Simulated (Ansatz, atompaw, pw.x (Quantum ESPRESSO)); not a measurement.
# Be: does the PAW (atompaw) potential hold in the solid?

Be, PAW, made with atompaw 4.2.0.5 (PBE, scalar-relativistic). Core [He], reference 2s2 2p0. Waves: 2s (bound): rc 3.00 bohr; 2s channel at -0.1 Ry: rc 3.00 bohr; 2p (bound, empty): rc 3.00 bohr; 2p channel at 0.35 Ry: rc 3.00 bohr; 3d channel at 0.25 Ry: rc 3.00 bohr. Local part: troulliermartins scheme with l = 3 at -0.5 Ry, radius 2.85 bohr. Core correction: smooth core density matched at 2.35 bohr. Augmentation charge: besselshape compensation charge, radius 2.65 bohr; PAW radius 3.00 bohr; waves and projectors: custom polynom2 7 10 vanderbiltortho.

Crystal test: bcc Be in pw.x 7.5, no spin, 18³ k-points, Fermi–Dirac smearing 0.01 Ry, cutoffs 40/400 Ry. The reference is all-electron LAPW (Ansatz 0.2.0) with the same functional, mesh and smearing; V0 and B0 come from Birch–Murnaghan fits to the pressures at five volumes. Errors are pseudo minus all-electron; Δ is the rms difference of the E(V) curves that follow from these fits, minima aligned, over ±6 % about the mean V0. Mesh and smearing are coarse, so the numbers serve the comparison and aren't converged zero-temperature values; the lattice is a test structure that the element need not adopt.

All-electron: a0 = 2.501 Å (V0 = 7.82 Å³/atom), B0 = 122.0 GPa.

**Question.** How far does the potential miss the all-electron equation of state?

**Answer.** mean pressure error (GPa): +80.45. The pressure does not cross zero within the volumes sampled, so no fit is given. The largest radius (3.00 bohr) exceeds half the bond length (2.05 bohr), so the spheres overlap, which is one possible source of error among others. This is a poor potential for the solid.

| V (Å³/atom) | P all-electron (GPa) | P pseudo (GPa) |
| --- | --- | --- |
| 7.430 | 6.89 | 106.22 |
| 7.625 | 3.27 | 92.08 |
| 7.821 | 0.04 | 79.47 |
| 8.017 | -2.85 | 68.22 |
| 8.212 | -5.43 | 58.20 |

**Question.** At the middle volume, how do free energy and pressure move when the wave cutoff is lowered (ecutrho held at 400 Ry)?

**Answer.**

```csv
cutoff (Ry),shift of F (meV/atom),shift of P (GPa)
18,+12.7,+0.01
24,+6.6,+0.17
32,+1.1,+0.19
```

The run at the middle volume (195 k-points, 9 iterations) took about 19 s on one core of a shared host (Intel(R) Xeon(R) Processor @ 2.60GHz, 24 threads, 32 GiB, load 15).
